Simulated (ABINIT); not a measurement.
# Nb (Im-3m) in ABINIT: further runs

The runs below take Nb through equation of state, with LDA, r2SCAN.

All numbers are computed with ABINIT 10.8.3 (patched build); they aren't measurements. Logs are shortened: lines on timing, memory, paths and dates and some standing lists are left out, and cuts for length are marked. The log counts tension as positive stress, the text compression.

**Measured values to compare with.**

“Pressure effects on the electronic structure and superconductivity of (TaNb)0.67(HfZrTi)0.33 high entropy alloy”, 2019, arxiv:1910.08312 quotes, for a bulk crystal of Nb: bulk modulus 169 GPa.

The results are compared with them further down.

### 1 The crystal as given

The structure is cubic, space group Im-3m (No. 229). Conventional cell: a = 3.328 Å, b = 3.328 Å, c = 3.328 Å, α = 90.00°, β = 90.00°, γ = 90.00°. Nb (site symmetry m-3m) has 8 Nb at 2.88 Å as nearest neighbours.

### 2 Equation of state, LDA

Contents of run.abi:

```
# Datasets: one volume each
ndtset 7
getwfk -1
scalecart1 3*0.9795861087
scalecart2 3*0.9864848297
scalecart3 3*0.9932883884
scalecart4 3*1.0000000000
scalecart5 3*1.0066227096
scalecart6 3*1.0131594038
scalecart7 3*1.0196128224

# Pseudopotentials
pp_dirpath "./"
pseudos "Nb.LDA_PW-JTH.xml"

# Structure
acell 5.4462775076 5.4462775076 5.4462775076
rprim
    -0.5773502692     0.5773502692     0.5773502692
     0.5773502692    -0.5773502692     0.5773502692
     0.5773502692     0.5773502692    -0.5773502692
ntypat 1
znucl 41
natom 1
typat 1
xred
     0.0000000000     0.0000000000     0.0000000000

# Plane-wave basis
ecut 16.0
pawecutdg 32.0

# k points
kptopt 1
ngkpt 11 11 11
nshiftk 1
shiftk 0.0 0.0 0.0

# Exchange and correlation
ixc 7

# Bands and occupations
nband 11
occopt 3
tsmear 0.05 eV

# SCF cycle
nstep 100
tolvrs 1.0e-9

# Output
iomode 3
prtwf 1
prtden 0
prteig 0
prtebands 0
enunit 2
```

Potentials or basis: JTH PAW LDA v2.0.

Started as:

```bash
abinit run.abi > log 2>&1
```

run.abo:

```text
.Version 10.8.3 of ABINIT
 DATASET    1 : space group Im -3 m (#229); Bravais cI (body-center cubic)
================================================================================
 Values of the parameters that define the memory need for DATASET  1.
     intxc =       0    ionmov =       0      iscf =      17    lmnmax =      18
     lnmax =       6     mgfft =      20  mpssoang =       3    mqgrid =    3001
     natom =       1  nloc_mem =       2    nspden =       1   nspinor =       1
    nsppol =       1      nsym =      48    n1xccc =       1    ntypat =       1
    occopt =       3   xclevel =       1
       mpw =         370          nfft =        8000          nkpt =          56
 PAW method is used; the additional fine FFT grid is defined by:
   mgfftf=        30    nfftf =     27000
================================================================================
================================================================================
[... 71 lines left out ...]
 DATASET    7 : space group Im -3 m (#229); Bravais cI (body-center cubic)
================================================================================
 Values of the parameters that define the memory need for DATASET  7.
     intxc =       0    ionmov =       0      iscf =      17    lmnmax =      18
     lnmax =       6     mgfft =      20  mpssoang =       3    mqgrid =    3001
     natom =       1  nloc_mem =       2    nspden =       1   nspinor =       1
    nsppol =       1      nsym =      48    n1xccc =       1    ntypat =       1
    occopt =       3   xclevel =       1
       mpw =         414          nfft =        8000          nkpt =          56
 PAW method is used; the additional fine FFT grid is defined by:
   mgfftf=        30    nfftf =     27000
================================================================================
================================================================================

--------------------------------------------------------------------------------
------------- Echo of variables that govern the present computation ------------
--------------------------------------------------------------------------------
 -outvars: echo values of preprocessed input variables --------
            acell      5.4462775076E+00  5.4462775076E+00  5.4462775076E+00 Bohr
              amu      9.29063800E+01
             ecut      1.60000000E+01 Hartree
           enunit           2
           getwfk          -1
                       outvar_i_n : Printing only first  50 k-points.
              ixc           7
           jdtset        1    2    3    4    5    6    7
                       outvar_i_n : Printing only first  50 k-points.
         kptrlatt       11    0    0      0   11    0      0    0   11
          kptrlen1     5.86860757E+01
          kptrlen2     5.90993715E+01
          kptrlen3     5.95069663E+01
          kptrlen4     5.99090526E+01
          kptrlen5     6.03058128E+01
          kptrlen6     6.06974200E+01
[... 46 lines left out ...]

 chkinp: Checking input parameters for consistency, jdtset=   1.

 chkinp: Checking input parameters for consistency, jdtset=   2.
[... 40 lines left out ...]
 getcut: wavevector=  0.0000  0.0000  0.0000  ngfft=  30  30  30
         ecut(hartree)=     32.000   => boxcut(ratio)=   2.20820

 getcut : COMMENT -
  Note that boxcut > 2.2 ; recall that boxcut=Gcut(box)/Gcut(sphere) = 2
  is sufficient for exact treatment of convolution.
  Such a large boxcut is a waste : you could raise ecut
  e.g. ecut=   39.009241 Hartrees makes boxcut=2

--- Pseudopotential description ------------------------------------------------
- pspini: atom type   1  psp file is ./Nb.LDA_PW-JTH.xml
 Pseudopotential format is: paw10
 basis_size (lnmax)=  6 (lmn_size= 18), orbitals=   0   0   1   1   2   2
 Spheres core radius: rc_sph= 2.22094190
 Shapefunction is BESSEL type: shapef(r,l)=aa(1,l)*jl(q(1,l)*r)+aa(2,l)*jl(q(2,l)*r)
 Radius for shape functions =  1.90969629
 Compensation charge density is not taken into account in XC energy/potential

   2.00986716E+02                                ecore*ucvol(ha*bohr**3)
--------------------------------------------------------------------------------

================================================================================

--- !BeginCycle
iteration_state: {dtset: 1, }
solver: {iscf: 17, nstep: 100, nline: 4, wfoptalg: 10, }
tolerances: {tolvrs: 1.00E-09, }
...
[... 1213 lines left out ...]
-Cartesian components of stress tensor (GPa)         [Pressure= -1.9740E+01 GPa]
- sigma(1 1)=  1.97399423E+01  sigma(3 2)=  0.00000000E+00
- sigma(2 2)=  1.97399423E+01  sigma(3 1)=  0.00000000E+00
- sigma(3 3)=  1.97399423E+01  sigma(2 1)=  0.00000000E+00

== END DATASET(S) ==============================================================
================================================================================

 -outvars: echo values of variables after computation  --------
            acell      5.4462775076E+00  5.4462775076E+00  5.4462775076E+00 Bohr
           etotal1    -5.7723386705E+01
           etotal2    -5.7723107271E+01
           etotal3    -5.7722528844E+01
           etotal4    -5.7721678630E+01
           etotal5    -5.7720577977E+01
           etotal6    -5.7719246342E+01
           etotal7    -5.7717708347E+01
            fcart1    -0.0000000000E+00 -0.0000000000E+00 -0.0000000000E+00
            fcart2    -0.0000000000E+00 -0.0000000000E+00 -0.0000000000E+00
            fcart3    -0.0000000000E+00 -0.0000000000E+00 -0.0000000000E+00
            fcart4    -0.0000000000E+00 -0.0000000000E+00 -0.0000000000E+00
            fcart5    -0.0000000000E+00 -0.0000000000E+00 -0.0000000000E+00
            fcart6    -0.0000000000E+00 -0.0000000000E+00 -0.0000000000E+00
            fcart7    -0.0000000000E+00 -0.0000000000E+00 -0.0000000000E+00
            rprim1    -5.6556430356E-01  5.6556430356E-01  5.6556430356E-01
                       5.6556430356E-01 -5.6556430356E-01  5.6556430356E-01
                       5.6556430356E-01  5.6556430356E-01 -5.6556430356E-01
[... 17 lines left out ...]
                       5.8867373749E-01  5.8867373749E-01 -5.8867373749E-01
           strten1     6.5239422611E-05  6.5239422611E-05  6.5239422611E-05
                       0.0000000000E+00  0.0000000000E+00  0.0000000000E+00
           strten2     1.8976245860E-04  1.8976245860E-04  1.8976245860E-04
                       0.0000000000E+00  0.0000000000E+00  0.0000000000E+00
           strten3     3.0418435967E-04  3.0418435967E-04  3.0418435967E-04
                       0.0000000000E+00  0.0000000000E+00  0.0000000000E+00
           strten4     4.0901668641E-04  4.0901668641E-04  4.0901668641E-04
                       0.0000000000E+00  0.0000000000E+00  0.0000000000E+00
           strten5     5.0479979466E-04  5.0479979466E-04  5.0479979466E-04
                       0.0000000000E+00  0.0000000000E+00  0.0000000000E+00
           strten6     5.9207057469E-04  5.9207057469E-04  5.9207057469E-04
                       0.0000000000E+00  0.0000000000E+00  0.0000000000E+00
           strten7     6.7094700122E-04  6.7094700122E-04  6.7094700122E-04
                       0.0000000000E+00  0.0000000000E+00  0.0000000000E+00
 Calculation completed.
```

It took 30 s on 1 thread of Arm Neoverse V1, shared host; peak memory 0.1 GiB.

What came out:

- Equilibrium volume: 17.19 Å³/atom (rough: see the caveat)
- Bulk modulus: 186 GPa (rough)

Energy against volume, from the lowest point:
```csv
volume (Å³/atom),energy (meV/atom)
17.322,0.00
17.691,7.60
18.060,23.34
18.428,46.48
18.797,76.43
19.165,112.67
19.534,154.52
```

Caveat: pressures at fixed basis lie under the slope of the energies; the minimum lies outside the volumes run.

### 3 Equation of state, r2SCAN

Changes to run.abi since step 2:

```diff
@@ -13,3 +13,3 @@
 pp_dirpath "./"
-pseudos "Nb.LDA_PW-JTH.xml"
+pseudos "Nb.GGA_PBE-JTH.xml"
 
@@ -29,4 +29,4 @@
 # Plane-wave basis
-ecut 16.0
-pawecutdg 32.0
+ecut 19.0
+pawecutdg 38.0
 
@@ -39,3 +39,5 @@
 # Exchange and correlation
-ixc 7
+ixc -497498
+usekden 1
+pawxcdev 0
 
@@ -48,3 +50,3 @@
 nstep 100
-tolvrs 1.0e-9
+tolvrs 1.0e-7
```

Potentials or basis: JTH PAW PBE v2.0.

Started as:

```bash
abinit run.abi > log 2>&1
```

run.abo:

```text
.Version 10.8.3 of ABINIT
 DATASET    1 : space group Im -3 m (#229); Bravais cI (body-center cubic)
================================================================================
 Values of the parameters that define the memory need for DATASET  1.
     intxc =       0    ionmov =       0      iscf =      17    lmnmax =      18
     lnmax =       6     mgfft =      24  mpssoang =       3    mqgrid =    3001
     natom =       1  nloc_mem =       2    nspden =       1   nspinor =       1
    nsppol =       1      nsym =      48    n1xccc =       1    ntypat =       1
    occopt =       3   xclevel =       2
       mpw =         472          nfft =       13824          nkpt =          56
 PAW method is used; the additional fine FFT grid is defined by:
   mgfftf=        30    nfftf =     27000
================================================================================
================================================================================
[... 71 lines left out ...]
 DATASET    7 : space group Im -3 m (#229); Bravais cI (body-center cubic)
================================================================================
 Values of the parameters that define the memory need for DATASET  7.
     intxc =       0    ionmov =       0      iscf =      17    lmnmax =      18
     lnmax =       6     mgfft =      24  mpssoang =       3    mqgrid =    3001
     natom =       1  nloc_mem =       2    nspden =       1   nspinor =       1
    nsppol =       1      nsym =      48    n1xccc =       1    ntypat =       1
    occopt =       3   xclevel =       2
       mpw =         539          nfft =       13824          nkpt =          56
 PAW method is used; the additional fine FFT grid is defined by:
   mgfftf=        32    nfftf =     32768
================================================================================
================================================================================

--------------------------------------------------------------------------------
------------- Echo of variables that govern the present computation ------------
--------------------------------------------------------------------------------
 -outvars: echo values of preprocessed input variables --------
            acell      5.4462775076E+00  5.4462775076E+00  5.4462775076E+00 Bohr
              amu      9.29063800E+01
             ecut      1.90000000E+01 Hartree
           enunit           2
           getwfk          -1
                       outvar_i_n : Printing only first  50 k-points.
              ixc     -497498
           jdtset        1    2    3    4    5    6    7
                       outvar_i_n : Printing only first  50 k-points.
         kptrlatt       11    0    0      0   11    0      0    0   11
          kptrlen1     5.86860757E+01
          kptrlen2     5.90993715E+01
          kptrlen3     5.95069663E+01
          kptrlen4     5.99090526E+01
          kptrlen5     6.03058128E+01
          kptrlen6     6.06974200E+01
          kptrlen7     6.10840382E+01
            natom           1
            nband          11
           ndtset           7
            ngfft          24      24      24
          ngfftdg1         30      30      30
          ngfftdg2         30      30      30
          ngfftdg3         32      32      32
          ngfftdg4         32      32      32
          ngfftdg5         32      32      32
          ngfftdg6         32      32      32
          ngfftdg7         32      32      32
             nkpt          56
            nstep         100
             nsym          48
           ntypat           1
                       prtocc : prtvol=0, do not print more k-points.
           occopt           3
        pawecutdg      3.80000000E+01 Hartree
         pawxcdev           0
           prtden           0
        prtebands           0
           prteig           0
          prtkden           1
            rprim1    -5.6556430356E-01  5.6556430356E-01  5.6556430356E-01
                       5.6556430356E-01 -5.6556430356E-01  5.6556430356E-01
                       5.6556430356E-01  5.6556430356E-01 -5.6556430356E-01
            rprim2    -5.6954728199E-01  5.6954728199E-01  5.6954728199E-01
                       5.6954728199E-01 -5.6954728199E-01  5.6954728199E-01
                       5.6954728199E-01  5.6954728199E-01 -5.6954728199E-01
            rprim3    -5.7347531844E-01  5.7347531844E-01  5.7347531844E-01
                       5.7347531844E-01 -5.7347531844E-01  5.7347531844E-01
                       5.7347531844E-01  5.7347531844E-01 -5.7347531844E-01
            rprim4    -5.7735026920E-01  5.7735026920E-01  5.7735026920E-01
                       5.7735026920E-01 -5.7735026920E-01  5.7735026920E-01
                       5.7735026920E-01  5.7735026920E-01 -5.7735026920E-01
            rprim5    -5.8117389237E-01  5.8117389237E-01  5.8117389237E-01
                       5.8117389237E-01 -5.8117389237E-01  5.8117389237E-01
                       5.8117389237E-01  5.8117389237E-01 -5.8117389237E-01
            rprim6    -5.8494785453E-01  5.8494785453E-01  5.8494785453E-01
                       5.8494785453E-01 -5.8494785453E-01  5.8494785453E-01
                       5.8494785453E-01  5.8494785453E-01 -5.8494785453E-01
            rprim7    -5.8867373749E-01  5.8867373749E-01  5.8867373749E-01
                       5.8867373749E-01 -5.8867373749E-01  5.8867373749E-01
                       5.8867373749E-01  5.8867373749E-01 -5.8867373749E-01
          spgroup         229
           tolvrs      1.00000000E-07
           tsmear      1.83746611E-03 Hartree
            typat      1
          usekden           1
           useylm           1
                       outvars : Printing only first  50 k-points.
            znucl       41.00000

================================================================================

 chkinp: Checking input parameters for consistency, jdtset=   1.

 chkinp: Checking input parameters for consistency, jdtset=   2.
[... 42 lines left out ...]
 getcut: wavevector=  0.0000  0.0000  0.0000  ngfft=  30  30  30
         ecut(hartree)=     38.000   => boxcut(ratio)=   2.02638

--- Pseudopotential description ------------------------------------------------
- pspini: atom type   1  psp file is ./Nb.GGA_PBE-JTH.xml
 Pseudopotential format is: paw10
 basis_size (lnmax)=  6 (lmn_size= 18), orbitals=   0   0   1   1   2   2
 Spheres core radius: rc_sph= 2.22094190
 Shapefunction is BESSEL type: shapef(r,l)=aa(1,l)*jl(q(1,l)*r)+aa(2,l)*jl(q(2,l)*r)
 Radius for shape functions =  1.90969629
 Compensation charge density is not taken into account in XC energy/potential

   2.03574856E+02                                ecore*ucvol(ha*bohr**3)
--------------------------------------------------------------------------------

================================================================================

--- !BeginCycle
iteration_state: {dtset: 1, }
solver: {iscf: 17, nstep: 100, nline: 4, wfoptalg: 10, }
tolerances: {tolvrs: 1.00E-07, }
...
[... 1281 lines left out ...]
-Cartesian components of stress tensor (GPa)         [Pressure= -1.2348E+01 GPa]
- sigma(1 1)=  1.23477649E+01  sigma(3 2)=  0.00000000E+00
- sigma(2 2)=  1.23477649E+01  sigma(3 1)=  0.00000000E+00
- sigma(3 3)=  1.23477649E+01  sigma(2 1)=  0.00000000E+00

== END DATASET(S) ==============================================================
================================================================================

 -outvars: echo values of variables after computation  --------
            acell      5.4462775076E+00  5.4462775076E+00  5.4462775076E+00 Bohr
           etotal1    -4.3689439814E+01
           etotal2    -4.3689956575E+01
           etotal3    -4.3690135159E+01
           etotal4    -4.3689996679E+01
           etotal5    -4.3689574647E+01
           etotal6    -4.3688888096E+01
           etotal7    -4.3687971101E+01
            fcart1    -0.0000000000E+00 -0.0000000000E+00 -0.0000000000E+00
            fcart2    -0.0000000000E+00 -0.0000000000E+00 -0.0000000000E+00
            fcart3    -0.0000000000E+00 -0.0000000000E+00 -0.0000000000E+00
            fcart4    -0.0000000000E+00 -0.0000000000E+00 -0.0000000000E+00
            fcart5    -0.0000000000E+00 -0.0000000000E+00 -0.0000000000E+00
            fcart6    -0.0000000000E+00 -0.0000000000E+00 -0.0000000000E+00
            fcart7    -0.0000000000E+00 -0.0000000000E+00 -0.0000000000E+00
            rprim1    -5.6556430356E-01  5.6556430356E-01  5.6556430356E-01
                       5.6556430356E-01 -5.6556430356E-01  5.6556430356E-01
                       5.6556430356E-01  5.6556430356E-01 -5.6556430356E-01
[... 17 lines left out ...]
                       5.8867373749E-01  5.8867373749E-01 -5.8867373749E-01
           strten1    -2.7377702249E-04 -2.7377702249E-04 -2.7377702249E-04
                       0.0000000000E+00  0.0000000000E+00  0.0000000000E+00
           strten2    -1.3090261996E-04 -1.3090261996E-04 -1.3090261996E-04
                       0.0000000000E+00  0.0000000000E+00  0.0000000000E+00
           strten3     7.3576360985E-07  7.3576360985E-07  7.3576360985E-07
                       0.0000000000E+00  0.0000000000E+00  0.0000000000E+00
           strten4     1.2136716253E-04  1.2136716253E-04  1.2136716253E-04
                       0.0000000000E+00  0.0000000000E+00  0.0000000000E+00
           strten5     2.3099190483E-04  2.3099190483E-04  2.3099190483E-04
                       0.0000000000E+00  0.0000000000E+00  0.0000000000E+00
           strten6     3.3019368359E-04  3.3019368359E-04  3.3019368359E-04
                       0.0000000000E+00  0.0000000000E+00  0.0000000000E+00
           strten7     4.1969199825E-04  4.1969199825E-04  4.1969199825E-04
                       0.0000000000E+00  0.0000000000E+00  0.0000000000E+00
 Calculation completed.
```

Wall time 3 min (1 thread of Arm Neoverse V1, shared host); peak memory 0.14 GiB.

Results:

| Property | Result |
| --- | --- |
| Equilibrium volume | 18.08 Å³/atom |
| Bulk modulus | 181 GPa |
| Pressure derivative of the bulk modulus | 3.6 (rough: it moves with the points fitted) |

Energy against volume, from the lowest point:
```
volume (Å³/atom)  energy (meV/atom)
          17.322              18.92
          17.691               4.86
          18.060               0.00
          18.428               3.77
          18.797              15.25
          19.165              33.93
          19.534              58.89
```

Caveat: pressures at fixed basis lie under the slope of the energies; the PAW data sets were made with another functional, which shifts forces and pressure a little.

### 4 How close it comes

Step 3. A measured bulk modulus of Nb is 169 GPa (quoted in “Pressure effects on the electronic structure and superconductivity of (TaNb)0.67(HfZrTi)0.33 high entropy alloy”, 2019, arxiv:1910.08312); the calculated 181 GPa misses it by +7.0 %. The fit is for a static lattice scaled at fixed shape and fixed fractional positions.
